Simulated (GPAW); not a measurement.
A run of GPAW 26.7.0 is set up as follows.

The input run.py:

```python
import numpy as np
from ase import Atoms
from ase.dft.bandgap import bandgap
from ase.io import write
from gpaw import GPAW, PW
from gpaw.response.df import DielectricFunction

atoms = Atoms(['In', 'In', 'Se', 'Se'],
              cell=[[2.0, 1.1547005384, 8.44],
                    [-2.0, 1.1547005384, 8.44],
                    [0.0, -2.3094010768, 8.44]],
              scaled_positions=[[0.8886, 0.8886, 0.8886],
                                [0.0, 0.0, 0.0],
                                [0.1719, 0.1719, 0.1719],
                                [0.3835, 0.3835, 0.3835]],
              pbc=True)

calc = GPAW(mode=PW(400),
            xc='PBE',
            kpts={'size': (6, 6, 6), 'gamma': True},
            occupations={'name': 'fermi-dirac', 'width': 0.001},
            nbands=32,
            convergence={'density': 1e-06},
            maxiter=150,
            txt='gpaw.txt')
atoms.calc = calc
energy = atoms.get_potential_energy()
calc.write('gs.gpw')
write('result.traj', atoms)
print(f'Energy: {energy:.6f} eV')
print('Fermi level:', round(calc.get_fermi_level(), 4), 'eV')
print(f'Gap: {bandgap(calc)[0]:.4f} eV, direct: {bandgap(calc, direct=True)[0]:.4f} eV')

for size in [(6, 6, 6)]:
    name = 'x'.join(str(n) for n in size)
    dense = calc.fixed_density(kpts={'size': size, 'gamma': True},
                               nbands=65, convergence={'bands': 59, 'eigenstates': 1e-7},
                               update_fermi_level=True, txt=f'dense-{name}.txt')
    dense.write(f'{name}.gpw', mode='all')
    df = DielectricFunction(f'{name}.gpw', frequencies=np.array([0.0]), hilbert=False, eta=0.001,
                            ecut=80, nbands=59, intraband=False, txt=f'df-{name}.txt')
    for xc in ['RPA']:
        for direction in ['x', 'y', 'z', [0, 1, 1], [1, 0, 1], [1, 1, 0]]:
            e0, e = df.get_macroscopic_dielectric_constant(xc=xc, direction=direction)
            print(f'{name} {xc} {direction}: {e0:.4f} without, {e:.4f} with local fields')
```

Potentials or basis: GPAW PAW data sets (gpaw-data 1.2.1), pw.

Run with:

```console
$ OMP_NUM_THREADS=1 python run.py
```

Task: Predict the electronic dielectric tensor (diagonal).

Result: 7.93, 7.93, 17.12.

Task: Predict the band gap on the k mesh.

Result: 0.43 eV, direct.

Electronic dielectric tensor:
```
 7.93  0.00  0.00
 0.00  7.93  0.00
 0.00  0.00 17.12
```

Caveat: the gap is small at this level, which inflates the dielectric constant; the long-wavelength limit can be off by a per cent or two; spin-orbit coupling is left out, which moves the levels of the heavy elements; the program warned that so skewed a cell can give wrong results. A k mesh can miss the band edges.
